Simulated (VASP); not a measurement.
A run of VASP 6.6.1:

INCAR

```
SYSTEM = FeS2
PREC = Accurate
ENCUT = 600
EDIFF = 1E-7
ISMEAR = 0
SIGMA = 0.03
LREAL = .FALSE.
LASPH = .TRUE.
NELM = 150
ALGO = Normal
ISIF = 3
LWAVE = .FALSE.
LCHARG = .FALSE.
ISPIN = 2
MAGMOM = 4 4 -4 -4 0 0 0 0 0 0 0 0
LORBIT = 11
LMAXMIX = 4
LDAU = .TRUE.
LDAUTYPE = 2
LDAUL = 2 -1
LDAUU = 4 0
LDAUJ = 0 0
LDAUPRINT = 1
GGA = PE
IBRION = 2
NSW = 90
EDIFFG = -0.005
AMIX = 0.2
BMIX = 1E-4
AMIX_MAG = 0.8
BMIX_MAG = 1E-4
KPAR = 4
```

File KPOINTS:

```
regular mesh
0
G
  6 6 6
  0 0 0
```

The input POSCAR:

```
FeS2                                    
1.0
    6.0095536694      0.0000000000      0.0000000000
   -0.0000000000      5.9309836966      0.0000000000
    0.0000000000      0.0000000000      6.0037971030
  Fe              S             
     4     8
Direct
     0.0000000000000000    0.0000000000000000    0.0000000000000000
     0.5000000000000000    0.0000000000000000    0.5000000000000000
     0.5000000000000000    0.5000000000000000    0.0000000000000000
     0.0000000000000000    0.5000000000000000    0.5000000000000000
     0.3993090658171888    0.4009956100476041    0.3968169729726338
     0.1006909341828112    0.5990043899523958    0.8968169729726337
     0.8993090658171887    0.0990043899523959    0.6031830270273663
     0.6006909341828113    0.9009956100476042    0.1031830270273662
     0.6006909341828113    0.5990043899523958    0.6031830270273663
     0.8993090658171887    0.4009956100476041    0.1031830270273662
     0.1006909341828112    0.9009956100476042    0.3968169729726338
     0.3993090658171888    0.0990043899523959    0.8968169729726337
```

Potentials or basis: VASP PAW PBE potentials, release 64 (Fe, S).

Run with:

```console
$ cat potpaw_PBE.64/Fe/POTCAR potpaw_PBE.64/S/POTCAR > POTCAR
$ mpirun -np 4 vasp_std > vasp.out
```

Hardware: 4 MPI ranks on Intel(R) Xeon(R) Platinum 8259CL CPU @ 2.50GHz (Skylake/Cascade Lake), on a shared host.

**Question.** How long does it take, and how much memory?

**Answer.** Run time: 40 min on 4 MPI ranks on Intel(R) Xeon(R) Platinum 8259CL CPU @ 2.50GHz (Skylake/Cascade Lake) (shared host), peak memory 1.2 GiB a rank. Counts: scf iterations 63, k points 64, ion steps 3.
